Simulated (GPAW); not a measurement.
# Pd (Fm-3m) in GPAW: further runs

Aim: see how the results for Pd move with the level of theory and the settings. Levels: PBEsol, PBEsol+D3, PBEsol+D3(BJ), PBEsol+D3(BJ)+ATM, PBEsol+D4. Tasks: relaxation of cell and atoms.

All numbers are computed with GPAW 26.7.0; they aren't measurements. Logs are shortened: lines on timing, memory, paths and dates and some standing lists are left out, and cuts for length are marked. The log counts tension as positive stress, the text compression.

### 1 Starting point

The structure is cubic, space group Fm-3m (No. 225). Conventional cell: a = 3.893 Å, b = 3.893 Å, c = 3.893 Å, α = 90.00°, β = 90.00°, γ = 90.00°. Pd (site symmetry m-3m) is surrounded by 12 Pd at 2.75 Å.

### 2 Relaxation of cell and atoms, PBEsol

run.py

```python
from ase import Atoms
from ase.filters import FrechetCellFilter
from ase.io import write
from ase.optimize import BFGS
from gpaw import GPAW, PW, setup_paths

setup_paths.insert(0, '.')

atoms = Atoms(['Pd'],
              cell=[[0.0, 1.9465, 1.9465],
                    [1.9465, 0.0, 1.9465],
                    [1.9465, 1.9465, 0.0]],
              scaled_positions=[[0.0, 0.0, 0.0]],
              pbc=True)

calc = GPAW(mode=PW(600),
            xc='PBEsol',
            kpts={'size': (12, 12, 12), 'gamma': True},
            occupations={'name': 'fermi-dirac', 'width': 0.05},
            nbands=17,
            convergence={'density': 1e-05, 'forces': 0.0001},
            maxiter=150,
            txt='gpaw.txt')
atoms.calc = calc
opt = BFGS(FrechetCellFilter(atoms), trajectory='relax.traj', logfile='-')
done = opt.run(fmax=0.02, steps=60)
calc.write('gs.gpw')
write('result.traj', atoms)
print('Converged:', done)
print('Cell:', atoms.cell.cellpar().round(4))
print('Volume:', round(atoms.get_volume(), 4))
print(atoms.get_scaled_positions().round(5))
```

Potentials or basis: PAW data sets generated in the run's folder for this functional, pw.

Run with:

```console
gpaw-setup -f PBEsol Pd
OMP_NUM_THREADS=1 python run.py
```

gpaw.txt:

```text
__  _  _
 | _ |_)|_||  |
 |__||  | ||/\| - 26.7.0

Input parameters:
  mode=PW(ecut=600.0),
  convergence={'density': 1e-05, 'forces': 0.0001},
  kpts=MonkhorstPack(size=(12, 12, 12), gamma=True),
  maxiter=150,
  nbands=17,
  occupations=Occupations(name='fermi-dirac', width=0.05),
  xc=XC(name='PBEsol')

Diagonalizing LCAO Hamiltonian
Converting LCAO to pw mode

       Pd

Atoms  # Å, Bohr magnetons
|   | symbol |        x |        y |        z |    initial magnetic moments |
|---|--------|----------|----------|----------|-----------------------------|
| 0 |     Pd | 0.000000 | 0.000000 | 0.000000 | ( 0.0000,  0.0000,  0.0000) |

Unit cell  # Å
| periodic |        x |        y |        z |  lengths |    angles |
|----------|----------|----------|----------|----------|-----------|
|      yes | 0.000000 | 1.946500 | 1.946500 | 2.752767 | 60.000000 |
|      yes | 1.946500 | 0.000000 | 1.946500 | 2.752767 | 60.000000 |
|      yes | 1.946500 | 1.946500 | 0.000000 | 2.752767 | 60.000000 |

Number of symmetries: 48
Symmetry operations  # r_c * U_cc + t_c -> r_c
|    | kind |            matrix            |
|----|------|------------------------------|
|  0 |  σ   |  1, 0, 0,  1, 0,-1,  1,-1, 0 |
|  1 |  C2  |  1, 0, 0,  1,-1, 0,  1, 0,-1 |
|  2 |  E   |  1, 0, 0,  0, 1, 0,  0, 0, 1 |
|  3 |  σ   |  1, 0, 0,  0, 0, 1,  0, 1, 0 |
|  4 |  C4  |  1, 0,-1,  1, 0, 0,  1,-1, 0 |
|  5 |  S6  |  1, 0,-1,  1,-1, 0,  1, 0, 0 |
|  6 |  σ   |  1, 0,-1,  0, 1,-1,  0, 0,-1 |
|  7 |  C3  |  1, 0,-1,  0, 0,-1,  0, 1,-1 |
|  8 |  S6  |  1,-1, 0,  1, 0, 0,  1, 0,-1 |
[... 149 lines left out ...]
SCF iterations
|iter     | |      energy | eigst |  dens |force |
|---------|-|-------------|-------|-------|------|
|iter:   1| |   -5.721736 | -0.10 |       |      |
|iter:   2| |   -5.450113 | -2.55 | -0.96 |      |
|iter:   3| |   -4.612340 | -1.42 | -1.01 |      |
|iter:   4| |   -4.601115 | -3.39 | -2.02 |      |
|iter:   5| |   -4.597270 | -3.96 | -2.18 |      |
|iter:   6| |   -4.597278c| -6.31 | -3.58 |      |
|iter:   7| |   -4.597279c| -7.12 | -4.13 |      |
|iter:   8| |   -4.597279c| -7.71c| -4.94 |      |
|iter:   9| |   -4.597279c| -8.53c| -5.58c|      |
|iter:  10| |   -4.597279c| -9.37c| -6.58c|-23.92c|

Converged in 10 steps
Energy contributions relative to reference atoms: (reference = -137160.600186)

Energy contributions:
  Kinetic:          -5.344195
  Coulomb:           0.463654
  Zero:             -0.148526
  External:          0.000000
  Xc:                0.441557
  Entropy:          -0.019540
  Spinorbit:         0.000000
  ----------------------------
  Free energy:      -4.607049
  Extrapolated:     -4.597279
[... 25 lines left out ...]
No gap
No difference between direct/indirect transitions

Stress tensor  # eV/Ang^3
|        x |        y |        z |
|----------|----------|----------|
[... 31 lines left out ...]
|  2 |  E   |  1, 0, 0,  0, 1, 0,  0, 0, 1 |
|  3 |  σ   |  1, 0, 0,  0, 0, 1,  0, 1, 0 |
|  4 |  C4  |  1, 0,-1,  1, 0, 0,  1,-1, 0 |
|  5 |  S6  |  1, 0,-1,  1,-1, 0,  1, 0, 0 |
|  6 |  σ   |  1, 0,-1,  0, 1,-1,  0, 0,-1 |
|  7 |  C3  |  1, 0,-1,  0, 0,-1,  0, 1,-1 |
|  8 |  S6  |  1,-1, 0,  1, 0, 0,  1, 0,-1 |
[... 149 lines left out ...]
SCF iterations
|iter     | |      energy | eigst |  dens |force |
|---------|-|-------------|-------|-------|------|
|iter:   1| |   -4.602846 | -2.04 |       |      |
|iter:   2| |   -4.601755 | -4.90 | -2.19 |      |
|iter:   3| |   -4.598697c| -3.98 | -2.25 |      |
|iter:   4| |   -4.598759c| -6.03 | -3.11 |      |
|iter:   5| |   -4.598808c| -6.31 | -3.35 |      |
|iter:   6| |   -4.598808c| -8.72c| -4.42 |      |
|iter:   7| |   -4.598808c| -8.78c| -4.64 |      |
|iter:   8| |   -4.598808c| -9.98c| -6.31c|      |
|iter:   9| |   -4.598808c|-10.48c| -6.63c|-25.03c|

Converged in 9 steps
Energy contributions relative to reference atoms: (reference = -137160.600186)

Energy contributions:
  Kinetic:          -4.705728
  Coulomb:          -0.058716
  Zero:             -0.148091
  External:          0.000000
  Xc:                0.323351
  Entropy:          -0.019249
  Spinorbit:         0.000000
  ----------------------------
  Free energy:      -4.608433
  Extrapolated:     -4.598808
[... 25 lines left out ...]
No gap
No difference between direct/indirect transitions

Stress tensor  # eV/Ang^3
|         x |         y |         z |
|-----------|-----------|-----------|
|  0.003567 | -0.000000 |  0.000000 |
| -0.000000 |  0.003567 | -0.000000 |
|  0.000000 | -0.000000 |  0.003567 |

Forces  # eV/Ang
|       x |       y |       z |
|---------|---------|---------|
| 0.00000 | 0.00000 | 0.00000 |  # Pd   0

Interpolating wave functions to new cell

       Pd

Atoms  # Å, Bohr magnetons
|   | symbol |         x |        y |         z |    initial magnetic moments |
|---|--------|-----------|----------|-----------|-----------------------------|
| 0 |     Pd | -0.000000 | 0.000000 | -0.000000 | ( 0.0000,  0.0000,  0.0000) |

Unit cell  # Å
| periodic |        x |        y |        z |  lengths |    angles |
|----------|----------|----------|----------|----------|-----------|
|      yes | 0.000000 | 1.938249 | 1.938249 | 2.741098 | 60.000000 |
|      yes | 1.938249 | 0.000000 | 1.938249 | 2.741098 | 60.000000 |
|      yes | 1.938249 | 1.938249 | 0.000000 | 2.741098 | 60.000000 |

Number of symmetries: 48
Symmetry operations  # r_c * U_cc + t_c -> r_c
|    | kind |            matrix            |
|----|------|------------------------------|
|  0 |  σ   |  1, 0, 0,  1, 0,-1,  1,-1, 0 |
|  1 |  C2  |  1, 0, 0,  1,-1, 0,  1, 0,-1 |
|  2 |  E   |  1, 0, 0,  0, 1, 0,  0, 0, 1 |
|  3 |  σ   |  1, 0, 0,  0, 0, 1,  0, 1, 0 |
|  4 |  C4  |  1, 0,-1,  1, 0, 0,  1,-1, 0 |
|  5 |  S6  |  1, 0,-1,  1,-1, 0,  1, 0, 0 |
|  6 |  σ   |  1, 0,-1,  0, 1,-1,  0, 0,-1 |
|  7 |  C3  |  1, 0,-1,  0, 0,-1,  0, 1,-1 |
|  8 |  S6  |  1,-1, 0,  1, 0, 0,  1, 0,-1 |
[... 149 lines left out ...]
SCF iterations
|iter     | |      energy | eigst |  dens |force |
|---------|-|-------------|-------|-------|------|
|iter:   1| |   -4.599305 | -3.10 |       |      |
|iter:   2| |   -4.599206 | -5.96 | -2.72 |      |
|iter:   3| |   -4.598914c| -5.06 | -2.78 |      |
|iter:   4| |   -4.598918c| -7.06 | -3.64 |      |
|iter:   5| |   -4.598921c| -7.39 | -3.88 |      |
|iter:   6| |   -4.598921c| -8.09c| -4.93 |      |
|iter:   7| |   -4.598922c| -8.06c| -5.17c|      |
|iter:   8| |   -4.598922c| -9.60c| -6.71c|-24.85c|

Converged in 8 steps
Energy contributions relative to reference atoms: (reference = -137160.600186)

Energy contributions:
  Kinetic:          -4.513170
  Coulomb:          -0.216239
  Zero:             -0.147981
  External:          0.000000
  Xc:                0.288049
  Entropy:          -0.019164
  Spinorbit:         0.000000
  ----------------------------
  Free energy:      -4.608504
  Extrapolated:     -4.598922
[... 25 lines left out ...]
No gap
No difference between direct/indirect transitions

Stress tensor  # eV/Ang^3
|         x |         y |         z |
|-----------|-----------|-----------|
| -0.000087 | -0.000000 |  0.000000 |
| -0.000000 | -0.000087 | -0.000000 |
|  0.000000 | -0.000000 | -0.000087 |

Forces  # eV/Ang
|        x |       y |       z |
|----------|---------|---------|
| -0.00000 | 0.00000 | 0.00000 |  # Pd   0

# Writing to gs.gpw (mode='')
```

stdout:

```text
Step          Energy          fmax
BFGS:    0       -4.607049        0.230011
BFGS:    1       -4.608433        0.052091
BFGS:    2       -4.608504        0.001263
Converged: True
Cell: [ 2.7411  2.7411  2.7411 60.     60.     60.    ]
Volume: 14.5633
[[0. 0. 0.]]
```

Run time: 17 s. Hardware: 1 thread of Intel Xeon 6975P-C (Granite Rapids), shared host; peak memory 0.17 GiB.

What came out:

* Free energy: -4.6085 eV
* Relaxed volume: 14.56 Å³/atom
* Relaxed cell: a = 2.741 Å, b = 2.741 Å, c = 2.741 Å, α = 60.00°, β = 60.00°, γ = 60.00°
* Space group after relaxing (to 0.05 Å): Fm-3m (No. 225)
* Energy gained by relaxing: 1.6 meV/atom
* Ionic steps: 3
* Pressure after relaxing: 0.0 GPa
* Band gap on the k mesh: none (metal or under the smearing width)

Step by step:
| step | energy change (eV) | largest force (eV/Å) | pressure (GPa) | volume (Å³) |
| --- | --- | --- | --- | --- |
| 1 | 0.0000 | 0.0000 | -2.50 | 14.75 |
| 2 | -0.0015 | 0.0000 | -0.57 | 14.61 |
| 3 | -0.0016 | 0.0000 | 0.01 | 14.56 |

Final structure:
```cif
data_structure
_symmetry_space_group_name_H-M 'P 1'
_symmetry_Int_Tables_number 1
_cell_length_a 2.7411
_cell_length_b 2.7411
_cell_length_c 2.7411
_cell_angle_alpha 60.000
_cell_angle_beta 60.000
_cell_angle_gamma 60.000
_cell_volume 14.56
loop_
_atom_site_label
_atom_site_type_symbol
_atom_site_fract_x
_atom_site_fract_y
_atom_site_fract_z
_atom_site_occupancy
Pd1 Pd 0.00000 0.00000 0.00000 1
```

Caveat: later steps reuse the first step's grids.

(Part 1 of 2 ends here.)
